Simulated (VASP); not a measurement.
Write the native input for VASP 6.6.1 that does the following.

| Property | Result |
| --- | --- |
| Task | single point |
| Functional | LDA |
| Potentials or basis | VASP PAW LDA potentials, release 64 (Ca_sv_GW) |
| Cutoff | 550 eV |
| k mesh | 9 × 9 × 9 |
| Occupations | gaussian, width 0.05 eV |
| Spin | no spin polarisation |
| Further INCAR settings | ALGO = Normal; EDIFF = 1e-06 |

The structure of Ca lies in POSCAR:

```
Ca
1.0
   -2.2052049036      2.2052049036      2.1961148100
    2.2052049036     -2.2052049036      2.1961148100
    2.2052049036      2.2052049036     -2.1961148100
Ca
1
Cartesian
    0.0000000000      0.0000000000      2.1961148100
```

This isn't the form of Ca at room conditions, which is fcc.

The input as run:

INCAR

```
PREC     = Accurate       # precision mode
ENCUT    = 550            # plane-wave cutoff, eV
EDIFF    = 1E-6           # SCF threshold, eV
ISMEAR   = 0              # smearing method
SIGMA    = 0.05           # smearing width, eV
LREAL    = False          # projectors in reciprocal space
LASPH    = True           # aspherical terms in the spheres
NELM     = 80             # most SCF steps
ALGO     = Normal         # electronic algorithm
ISIF     = 2              # what is computed and relaxed
LWAVE    = False          # write WAVECAR
LCHARG   = False          # write CHGCAR
```

KPOINTS

```
regular mesh
0
Gamma
  9 9 9
```

Potentials or basis: VASP PAW LDA potentials, release 64 (Ca_sv_GW).

Launch:

```sh
$ cat potpaw_LDA.64/Ca_sv_GW/POTCAR > POTCAR
$ mpirun -np 1 vasp_std > vasp.out
```

It gave:

- Pressure: -1.9 GPa
- Band gap on the k mesh: none (metal or under the smearing width)

It took 31 s on 1 thread of Intel(R) Xeon(R) Platinum 8559C (Emerald Rapids), with other jobs on the host, peak memory 0.16 GiB.
